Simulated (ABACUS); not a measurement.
**Si2Mo under changes of volume**

One of the cells (13.416 Å³/atom); the others are scaled copies at fixed shape and fractional positions:

```xyz
3
Lattice="-1.6000 1.6000 3.9305 1.6000 -1.6000 3.9305 1.6000 1.6000 -3.9305" Properties=species:S:1:pos:R:3 pbc="T T T"
Mo    0.0000    0.0000    0.0000
Si    0.0000    0.0000    5.2433
Si    0.0000    0.0000    2.6177
```

```yaml
Program: ABACUS 3.10.1
Functional: PBEsol
Potentials_or_basis: PseudoDojo NC SR 0.4.1 PBEsol standard
Cutoff: 1102 eV
Density_cutoff: 4408 eV
Basis: plane waves
k_mesh: 12 × 12 × 12
Occupations: fermi-dirac, width 0.05 eV
Spin: no spin polarisation
```

```tsv
volume (Å³/atom)	energy over the lowest point (meV/atom)	pressure (GPa)	largest force (eV/Å)
12.611	22.84	12.2	0.224
12.879	?	?	?
13.148	0.00	1.8	0.292
13.416	0.84	-2.7	0.323
13.684	8.74	-6.7	0.352
13.953	22.97	-10.2	0.379
14.221	42.86	-13.4	0.404
```

Q: What does the run at 12.879 Å³/atom give?

A: Energy over the lowest point 7.03 meV/atom; pressure 6.7 GPa; largest force 0.259 eV/Å.

Worked out: A Birch-Murnaghan fit of order 3 (a polynomial in V^(-2/3)) to the other rows has its minimum at 13.25 Å³/atom with B0 = V·E''(V) = 222 GPa and B' = 4.4 at fixed shape and positions, which overstates the stiffness. It gives 7.05 meV/atom at 12.879 Å³/atom, against the run's 7.03, and -dE/dV = 6.7 GPa, against 6.7.

Energies are extrapolated to zero smearing.

Caveats: there are fewer bands than atomic start orbitals, so a level may be missed at k points of high symmetry.
